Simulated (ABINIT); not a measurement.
# Al (Fm-3m) in ABINIT: a series of runs

Aim: see how the results for Al move with the level of theory and the settings. Levels: r2SCAN, LDA. Tasks: band structure, equation of state.

Everything below comes from runs of ABINIT 10.8.3 (patched build). Logs are shortened: lines on timing, memory, paths and dates and some standing lists are left out, and cuts for length are marked. The log counts tension as positive stress, the text compression.

**Experimental background.**

From “The interpretation of polycrystalline coherent inelastic neutron scattering from aluminium”, 2013, pmc:3831299, for a bulk crystal of Al: bulk modulus 76.9 GPa.

The runs below are set against these values where they give the same quantity.

## 1. Starting point

It takes space group Fm-3m (No. 225, cubic). Conventional cell: a = 4.050 Å, b = 4.050 Å, c = 4.050 Å, α = 90.00°, β = 90.00°, γ = 90.00°. Around Al (site symmetry m-3m) lie 12 Al at 2.86 Å.

## 2. Band structure, r2SCAN

Input file run.abi:

```
# Datasets: ground state, then fixed potential
ndtset 2

# Pseudopotentials
pp_dirpath "./"
pseudos "Al.upf"

# Structure
acell 3*1.0 Angstrom
rprim
     0.0000000000     2.0248050000     2.0248050000
     2.0248050000     0.0000000000     2.0248050000
     2.0248050000     2.0248050000     0.0000000000
ntypat 1
znucl 13
natom 1
typat 1
xred
     0.0000000000     0.0000000000     0.0000000000

# Plane-wave basis
ecut 24.0

# Exchange and correlation
ixc -497498
usekden 1
nc_xccc_gspace 1
boxcutmin 3.0

# Bands and occupations
occopt 3
tsmear 0.00183747

# SCF cycle
nstep 100

# Output
iomode 3
prtwf 0
prteig 0
prtebands 0
enunit 2
prtden1 1
prtkden1 1
prtvha1 1
prtvclmb1 1
prtpot1 1

# Dataset 1
kptopt1 1
ngkpt1 11 11 11
nshiftk1 1
shiftk1 0.0 0.0 0.0
nband1 6
tolvrs1 1.0e-9

# Dataset 2: bands along G-X-W-K-G-L-U-W-L-K
iscf2 -2
getden2 1
getkden2 1
nband2 10
nbdbuf2 2
tolwfr2 1.0e-12
kptopt2 -9
ndivsm2 6
prteig2 1
prtvol2 -3
kptbounds2
     0.0000000000     0.0000000000     0.0000000000
     0.5000000000     0.0000000000     0.5000000000
     0.5000000000     0.2500000000     0.7500000000
     0.3750000000     0.3750000000     0.7500000000
     0.0000000000     0.0000000000     0.0000000000
     0.5000000000     0.5000000000     0.5000000000
     0.6250000000     0.2500000000     0.6250000000
     0.5000000000     0.2500000000     0.7500000000
     0.5000000000     0.5000000000     0.5000000000
     0.3750000000     0.3750000000     0.7500000000
```

Potentials or basis: Ansatz NC PBE.

Command:

```sh
abinit run.abi > log 2>&1
```

run.abo:

```text
[... set-up lines left out ...]
 ETOT  1  -6.5245870930898    -6.525E+00 3.417E-02 6.695E+00
 ETOT  2  -6.5260438102666    -1.457E-03 5.137E-04 1.222E-01
 ETOT  3  -6.5260450525061    -1.242E-06 1.408E-04 1.209E-03
 ETOT  4  -6.5260450745892    -2.208E-08 1.977E-04 3.853E-05
 ETOT  5  -6.5260450757883    -1.199E-09 6.755E-05 8.608E-07
 ETOT  6  -6.5260450758227    -3.440E-11 9.036E-05 1.903E-08
 ETOT  7  -6.5260450758242    -1.557E-12 2.867E-05 5.703E-11

 At SCF step    7       vres2   =  5.70E-11 < tolvrs=  1.00E-09 =>converged.

Result for kinetic energy density :

--------------------------------------------------------------------------------
 Total kinetic energy density [Ha/Bohr^3]
)     Maximum=    2.3202E-02  at reduced coord.    0.0833    0.9167    0.9444
)     Minimum=    6.0986E-03  at reduced coord.    0.5000    0.5000    0.5000
   Integrated=    8.6267E-01
--------------------------------------------------------------------------------

 Cartesian components of stress tensor (hartree/bohr^3)
  sigma(1 1)=  2.61002809E-04  sigma(3 2)=  0.00000000E+00
  sigma(2 2)=  2.61002809E-04  sigma(3 1)=  0.00000000E+00
  sigma(3 3)=  2.61002809E-04  sigma(2 1)=  0.00000000E+00

--- !ResultsGS
iteration_state: {dtset: 1, }
comment   : Summary of ground state results
lattice_vectors:
- [  0.0000000,   3.8263269,   3.8263269, ]
- [  3.8263269,   0.0000000,   3.8263269, ]
- [  3.8263269,   3.8263269,   0.0000000, ]
lattice_lengths: [   5.41124,    5.41124,    5.41124, ]
lattice_angles: [ 60.000,  60.000,  60.000, ] # degrees, (23, 13, 12)
lattice_volume:   1.1204080E+02
convergence: {deltae: -1.557E-12, res2:  5.703E-11, residm:  2.867E-05, diffor: null, }
etotal    :  -6.52604508E+00
entropy   :   0.00000000E+00
fermie    :   2.62175408E-01
cartesian_stress_tensor: # hartree/bohr^3
- [  2.61002809E-04,   0.00000000E+00,   0.00000000E+00, ]
- [  0.00000000E+00,   2.61002809E-04,   0.00000000E+00, ]
- [  0.00000000E+00,   0.00000000E+00,   2.61002809E-04, ]
pressure_GPa:  -7.6790E+00
xred      :
- [  0.0000E+00,   0.0000E+00,   0.0000E+00, Al]
cartesian_forces: # hartree/bohr
- [ -0.00000000E+00,  -0.00000000E+00,  -0.00000000E+00, ]
force_length_stats: {min:   0.00000000E+00, max:   0.00000000E+00, mean:   0.00000000E+00, }
...

 Integrated electronic density in atomic spheres:
 ------------------------------------------------
 Atom  Sphere_radius  Integrated_density
    1        2.00000          0.92452346
================================================================================

 ----iterations are completed or convergence reached----

 Mean square residual over all n,k,spin=   16.880E-08; max=  28.670E-06
 reduced coordinates (array xred) for    1 atoms
       0.000000000000      0.000000000000      0.000000000000
 rms dE/dt=  0.0000E+00; max dE/dt=  0.0000E+00; dE/dt below (all hartree)
    1       0.000000000000      0.000000000000      0.000000000000

 cartesian coordinates (angstrom) at end:
    1      0.00000000000000     0.00000000000000     0.00000000000000

 cartesian forces (hartree/bohr) at end:
    1     -0.00000000000000    -0.00000000000000    -0.00000000000000
 frms,max,avg= 0.0000000E+00 0.0000000E+00   0.000E+00  0.000E+00  0.000E+00 h/b

 cartesian forces (eV/Angstrom) at end:
    1     -0.00000000000000    -0.00000000000000    -0.00000000000000
 frms,max,avg= 0.0000000E+00 0.0000000E+00   0.000E+00  0.000E+00  0.000E+00 e/A
 length scales=  1.889726125908  1.889726125908  1.889726125908 bohr
              =  1.000000000000  1.000000000000  1.000000000000 angstroms
 Fermi (or HOMO) energy (hartree) =   0.26218   Average Vxc (hartree)=  -0.42448
 Eigenvalues (hartree) for nkpt=  56  k points:
 kpt#   1, nband=  6, wtk=  0.00075, kpt=  0.0000  0.0000  0.0000 (reduced coord)
  -0.17174    0.75480    0.75480    0.75480    0.79470    0.79470
      occupation numbers for kpt#   1
   2.00000    0.00000    0.00000    0.00000    0.00000    0.00000
 prteigrs : prtvol=0 or 1, do not print more k-points.

 Fermi (or HOMO) energy (eV) =   7.13416   Average Vxc (eV)= -11.55074
 Eigenvalues (   eV  ) for nkpt=  56  k points:
 kpt#   1, nband=  6, wtk=  0.00075, kpt=  0.0000  0.0000  0.0000 (reduced coord)
  -4.67318   20.53923   20.53923   20.53923   21.62493   21.62493
 prteigrs : prtvol=0 or 1, do not print more k-points.

--- !EnergyTerms
iteration_state     : {dtset: 1, }
comment             : Components of total free energy in Hartree
kinetic             :  8.62665987416510E-01
hartree             :  3.42283054229232E-03
[... 54 lines left out ...]

================================================================================
 Non-SCF case, kpt    1 (  0.00000  0.00000  0.00000), residuals and eigenvalues=
  1.06E-13  6.58E-13  4.05E-13  5.26E-13  5.90E-13  3.39E-13  3.80E-13  3.05E-13
  7.63E-11  5.85E-10
 -1.7174E-01  7.5480E-01  7.5480E-01  7.5480E-01  7.9470E-01  7.9470E-01
  7.9470E-01  9.1489E-01  1.0096E+00  1.0096E+00
 Non-SCF case, kpt    2 (  0.02941  0.00000  0.02941), residuals and eigenvalues=
  4.74E-13  6.35E-13  7.62E-13  8.82E-13  2.70E-14  7.02E-13  7.09E-13  7.83E-13
  2.16E-10  1.22E-09
 -1.7052E-01  7.3589E-01  7.3589E-01  7.4576E-01  7.9181E-01  8.1527E-01
  8.1527E-01  9.2636E-01  9.9442E-01  1.0107E+00
 Non-SCF case, kpt    3 (  0.05882  0.00000  0.05882), residuals and eigenvalues=
  1.37E-13  6.69E-13  6.59E-13  6.19E-13  1.55E-13  2.07E-13  2.73E-13  3.34E-13
  2.27E-13  1.67E-11
[... 488 lines left out ...]
  3.88E-13  2.82E-13  8.92E-14  9.34E-14  3.65E-13  2.28E-13  9.02E-13  2.89E-13
  6.91E-13  1.36E-10
  1.6183E-01  1.6996E-01  3.0836E-01  5.3299E-01  6.0279E-01  9.3618E-01
  1.0115E+00  1.0996E+00  1.1235E+00  1.2880E+00
 Non-SCF case, kpt  102 (  0.38750  0.38750  0.72500), residuals and eigenvalues=
  7.31E-13  2.17E-13  7.44E-14  8.29E-13  1.26E-13  3.86E-13  3.71E-13  4.00E-13
  8.96E-13  1.52E-10
  1.8088E-01  1.8916E-01  2.6758E-01  5.2207E-01  5.9040E-01  9.0016E-01
  1.0568E+00  1.1152E+00  1.1257E+00  1.3228E+00
 Non-SCF case, kpt  103 (  0.37500  0.37500  0.75000), residuals and eigenvalues=
  2.37E-13  1.10E-13  1.31E-13  4.47E-13  1.24E-13  9.50E-13  7.54E-13  4.57E-13
  1.84E-13  4.95E-12
  1.8948E-01  2.0971E-01  2.4288E-01  5.1341E-01  5.8028E-01  8.6456E-01
  1.0935E+00  1.1175E+00  1.1471E+00  1.3475E+00

Result for kinetic energy density :

--------------------------------------------------------------------------------
 Total kinetic energy density [Ha/Bohr^3]
)     Maximum=    2.3202E-02  at reduced coord.    0.0833    0.9167    0.9444
)     Minimum=    6.0986E-03  at reduced coord.    0.5000    0.5000    0.5000
   Integrated=    8.6267E-01
--------------------------------------------------------------------------------

--- !ResultsGS
iteration_state: {dtset: 2, }
comment   : Summary of ground state results
lattice_vectors:
- [  0.0000000,   3.8263269,   3.8263269, ]
- [  3.8263269,   0.0000000,   3.8263269, ]
- [  3.8263269,   3.8263269,   0.0000000, ]
lattice_lengths: [   5.41124,    5.41124,    5.41124, ]
lattice_angles: [ 60.000,  60.000,  60.000, ] # degrees, (23, 13, 12)
lattice_volume:   1.1204080E+02
convergence: {deltae:  0.000E+00, res2:  0.000E+00, residm:  9.956E-13, diffor:  0.000E+00, }
etotal    :  -6.52604508E+00
entropy   :   0.00000000E+00
fermie    :   2.62175408E-01
cartesian_stress_tensor: null
pressure_GPa: null
xred      :
- [  0.0000E+00,   0.0000E+00,   0.0000E+00, Al]
cartesian_forces: null
force_length_stats: {min: null, max: null, mean: null, }
...

 Integrated electronic density in atomic spheres:
 ------------------------------------------------
 Atom  Sphere_radius  Integrated_density
    1        2.00000          0.92452346
================================================================================

 ----iterations are completed or convergence reached----

 Mean square residual over all n,k,spin=   37.409E-14; max=  99.563E-14
 reduced coordinates (array xred) for    1 atoms
       0.000000000000      0.000000000000      0.000000000000

 cartesian coordinates (angstrom) at end:
    1      0.00000000000000     0.00000000000000     0.00000000000000
 length scales=  1.889726125908  1.889726125908  1.889726125908 bohr
              =  1.000000000000  1.000000000000  1.000000000000 angstroms
 Eigenvalues (hartree) for nkpt= 103  k points:
 kpt#   1, nband= 10, wtk=  1.00000, kpt=  0.0000  0.0000  0.0000 (reduced coord)
  -0.17174    0.75480    0.75480    0.75480    0.79470    0.79470    0.79470    0.91489
   1.00962    1.00962
 kpt#   2, nband= 10, wtk=  1.00000, kpt=  0.0294  0.0000  0.0294 (reduced coord)
  -0.17052    0.73589    0.73589    0.74576    0.79181    0.81527    0.81527    0.92636
   0.99442    1.01072
 kpt#   3, nband= 10, wtk=  1.00000, kpt=  0.0588  0.0000  0.0588 (reduced coord)
  -0.16686    0.70672    0.70672    0.72396    0.78356    0.84934    0.84934    0.95490
   0.95543    1.01400
 kpt#   4, nband= 10, wtk=  1.00000, kpt=  0.0882  0.0000  0.0882 (reduced coord)
  -0.16076    0.67781    0.67781    0.69701    0.77103    0.88626    0.88626    0.90282
   0.99449    1.01946
 kpt#   5, nband= 10, wtk=  1.00000, kpt=  0.1176  0.0000  0.1176 (reduced coord)
  -0.15224    0.65038    0.65038    0.66892    0.75540    0.84589    0.92453    0.92453
   1.02707    1.03953
 kpt#   6, nband= 10, wtk=  1.00000, kpt=  0.1471  0.0000  0.1471 (reduced coord)
  -0.14130    0.62477    0.62477    0.64144    0.73737    0.78804    0.96346    0.96346
[... 277 lines left out ...]
 kpt#  99, nband= 10, wtk=  1.00000, kpt=  0.4250  0.4250  0.6500 (reduced coord)
   0.12800    0.13584    0.40222    0.56162    0.63405    0.92291    0.98933    1.05803
   1.14628    1.17646
 kpt# 100, nband= 10, wtk=  1.00000, kpt=  0.4125  0.4125  0.6750 (reduced coord)
   0.14383    0.15193    0.35389    0.54617    0.61739    0.96652    0.96996    1.07249
   1.13417    1.23787
 kpt# 101, nband= 10, wtk=  1.00000, kpt=  0.4000  0.4000  0.7000 (reduced coord)
   0.16183    0.16996    0.30836    0.53299    0.60279    0.93618    1.01148    1.09956
   1.12352    1.28805
 kpt# 102, nband= 10, wtk=  1.00000, kpt=  0.3875  0.3875  0.7250 (reduced coord)
   0.18088    0.18916    0.26758    0.52207    0.59040    0.90016    1.05677    1.11518
   1.12574    1.32276
 kpt# 103, nband= 10, wtk=  1.00000, kpt=  0.3750  0.3750  0.7500 (reduced coord)
   0.18948    0.20971    0.24288    0.51341    0.58028    0.86456    1.09347    1.11751
   1.14709    1.34746
 Eigenvalues (   eV  ) for nkpt= 103  k points:
 kpt#   1, nband= 10, wtk=  1.00000, kpt=  0.0000  0.0000  0.0000 (reduced coord)
  -4.67318   20.53922   20.53922   20.53922   21.62493   21.62493   21.62493   24.89548
  27.47317   27.47317
 kpt#   2, nband= 10, wtk=  1.00000, kpt=  0.0294  0.0000  0.0294 (reduced coord)
  -4.63997   20.02456   20.02456   20.29311   21.54620   22.18450   22.18450   25.20754
  27.05961   27.50301
 kpt#   3, nband= 10, wtk=  1.00000, kpt=  0.0588  0.0000  0.0588 (reduced coord)
  -4.54038   19.23070   19.23070   19.69994   21.32182   23.11177   23.11177   25.98407
  25.99854   27.59239
 kpt#   4, nband= 10, wtk=  1.00000, kpt=  0.0882  0.0000  0.0882 (reduced coord)
  -4.37454   18.44402   18.44402   18.96652   20.98068   24.11633   24.11633   24.56691
  27.06154   27.74096
 kpt#   5, nband= 10, wtk=  1.00000, kpt=  0.1176  0.0000  0.1176 (reduced coord)
  -4.14268   17.69785   17.69785   18.20216   20.55536   23.01793   25.15772   25.15772
  27.94798   28.28706
 kpt#   6, nband= 10, wtk=  1.00000, kpt=  0.1471  0.0000  0.1471 (reduced coord)
  -3.84510   17.00075   17.00075   17.45451   20.06496   21.44377   26.21696   26.21696
[... 278 lines left out ...]
   3.48314    3.69630   10.94485   15.28233   17.25343   25.11355   26.92115   28.79039
  31.19193   32.01304
 kpt# 100, nband= 10, wtk=  1.00000, kpt=  0.4125  0.4125  0.6750 (reduced coord)
   3.91373    4.13410    9.62983   14.86210   16.80002   26.30024   26.39397   29.18405
  30.86245   33.68407
 kpt# 101, nband= 10, wtk=  1.00000, kpt=  0.4000  0.4000  0.7000 (reduced coord)
   4.40357    4.62480    8.39083   14.50340   16.40277   25.47474   27.52387   29.92068
  30.57249   35.04953
 kpt# 102, nband= 10, wtk=  1.00000, kpt=  0.3875  0.3875  0.7250 (reduced coord)
   4.92200    5.14729    7.28111   14.20621   16.06547   24.49453   28.75625   30.34556
  30.63295   35.99426
 kpt# 103, nband= 10, wtk=  1.00000, kpt=  0.3750  0.3750  0.7500 (reduced coord)
   5.15612    5.70655    6.60905   13.97047   15.79010   23.52601   29.75473   30.40904
  31.21380   36.66628

== END DATASET(S) ==============================================================
================================================================================

 -outvars: echo values of variables after computation  --------
            acell      1.8897261259E+00  1.8897261259E+00  1.8897261259E+00 Bohr
           etotal1    -6.5260450758E+00
            fcart1    -0.0000000000E+00 -0.0000000000E+00 -0.0000000000E+00
            rprim      0.0000000000E+00  2.0248050000E+00  2.0248050000E+00
                       2.0248050000E+00  0.0000000000E+00  2.0248050000E+00
                       2.0248050000E+00  2.0248050000E+00  0.0000000000E+00
           strten1     2.6100280858E-04  2.6100280858E-04  2.6100280858E-04
                       0.0000000000E+00  0.0000000000E+00  0.0000000000E+00
 Calculation completed.
```

Wall time 85 s (1 thread of Arm Neoverse V2, shared host); peak memory 0.13 GiB.

Results:

| Item | Value |
| --- | --- |
| Free energy | -177.5827 eV |
| Pressure | -7.7 GPa |
| Band gap on the k mesh | none (metal or under the smearing width) |
| Valence electrons inside the program's atomic spheres | Al 0.92 (radii [1.0584] Å) |

Levels at the corners of the path, in eV from the Fermi level:
```
point  band 1  band 2  band 3  band 4  band 5  band 6
    Γ  -11.81   13.41   13.41   13.41   14.49   14.49
    X   -3.08   -1.76    5.72    5.81    5.81    9.36
    W   -0.87   -0.87    0.22    0.95   16.69   16.69
    K   -1.98   -1.43   -0.53    6.84    8.66   16.39
    Γ  -11.81   13.41   13.41   13.41   14.49   14.49
    L   -4.85   -4.68   11.76   11.76   12.20   12.20
    U   -1.98   -1.43   -0.53    6.84    8.66   16.39
    W   -0.87   -0.87    0.22    0.95   16.69   16.69
    L   -4.85   -4.68   11.76   11.76   12.20   12.20
    K   -1.98   -1.43   -0.53    6.84    8.66   16.39
```

Caveat: a meta-GGA on potentials with a model core is unreliable; the potentials were made for another functional, which shifts forces and pressure.

## 3. Equation of state, LDA

Input file run.abi:

```
# Datasets: one volume each
ndtset 7
getwfk -1
scalecart1 3*0.9795861087
scalecart2 3*0.9864848297
scalecart3 3*0.9932883884
scalecart4 3*1.0000000000
scalecart5 3*1.0066227096
scalecart6 3*1.0131594038
scalecart7 3*1.0196128224

# Pseudopotentials
pp_dirpath "./"
pseudos "Al.upf"

# Structure
acell 2.8635066922 2.8635066922 2.8635066922 Angstrom
rprim
     0.0000000000     0.7071067812     0.7071067812
     0.7071067812     0.0000000000     0.7071067812
     0.7071067812     0.7071067812     0.0000000000
ntypat 1
znucl 13
natom 1
typat 1
xred
     0.0000000000     0.0000000000     0.0000000000

# Plane-wave basis
ecut 22.0

# k points
kptopt 1
ngkpt 11 11 11
nshiftk 1
shiftk 0.0 0.0 0.0

# Exchange and correlation
ixc 7

# Bands and occupations
nband 6
occopt 3
tsmear 0.00183747

# SCF cycle
nstep 100
tolvrs 1.0e-10

# Output
iomode 3
prtwf 1
prtden 0
prteig 0
prtebands 0
```

Potentials or basis: PseudoDojo NC SR LDA v0.4.1 standard.

Command:

```sh
abinit run.abi > log 2>&1
```

Wall time 17 s (1 thread of Arm Neoverse V2, shared host); peak memory 0.13 GiB.

Results (log left out):

```yaml
Equilibrium_volume: 15.77 Å³/atom
Bulk_modulus: 85 GPa
Pressure_derivative_of_the_bulk_modulus: 4.6
```

Energy against volume, from the lowest point:
```csv
volume (Å³/atom),energy (meV/atom)
15.607,0.03
15.939,0.00
16.271,3.47
16.603,10.06
16.935,19.44
17.267,31.27
17.599,45.29
```

Caveat: pressures at fixed basis lie under the slope of the energies.

## 4. Against experiment

Step 3. Against the measured bulk modulus of Al, 76.9 GPa (quoted in “The interpretation of polycrystalline coherent inelastic neutron scattering from aluminium”, 2013, pmc:3831299), the calculated 85 GPa is off by +10.8 %. The fit is for a static lattice scaled at fixed shape and fixed fractional positions. The cell as given is a measured one (16.60 Å³/atom); LDA puts the equilibrium volume -5.0 % from it, thermal expansion not counted.
